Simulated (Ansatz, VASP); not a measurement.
# One calculation of ZnS (Wurtzite-2H), two programs

```
Zn S
1.0
     3.81100    0.00000    0.00000
    -1.90550    3.30042    0.00000
     0.00000    0.00000    6.23400
Zn S
2 2
Direct
  0.66667 0.33333 0.50000
  0.33333 0.66667 0.00000
  0.66667 0.33333 0.88500
  0.33333 0.66667 0.38500
```

Alike in both runs: task single point; functional PBE; k mesh 8 × 8 × 5; occupations gaussian, width 0.012 eV; no spin polarisation.

|  | VASP | Ansatz |
| --- | --- | --- |
| version | VASP 6.6.1 | Ansatz 0.2.0 |
| potentials or method | VASP PAW PBE potentials, release 64 (Zn, S) | Ansatz PAW |
| plane-wave cutoff (eV) | 520 | 420 |
| valence electrons in the cell | 36 | 36 |

|  | VASP | Ansatz | Ansatz less VASP |
| --- | --- | --- | --- |
| gap on the k mesh at the Fermi level (eV) | 2.25 | 2.25 | -0.006 |
| least direct gap on the mesh (eV) | 2.25 | 2.25 | -0.006 |
| pressure (GPa) | 2.2 | 2.3 | +0.09 |
| largest component of the traceless stress (GPa) | 1.38 | 1.35 | -0.027 |
| rms of the force components (eV/Å) | 0.186 | 0.184 | -0.0020 |

Atom by atom the forces differ by 0.002 eV/Å (rms over components). The functional is the same, so the differences come from potentials, cutoffs and numerics.

Caveats: odd divisions of the mesh miss points on the zone boundary, where band edges often lie, so the gap on the mesh can be too wide (Ansatz).
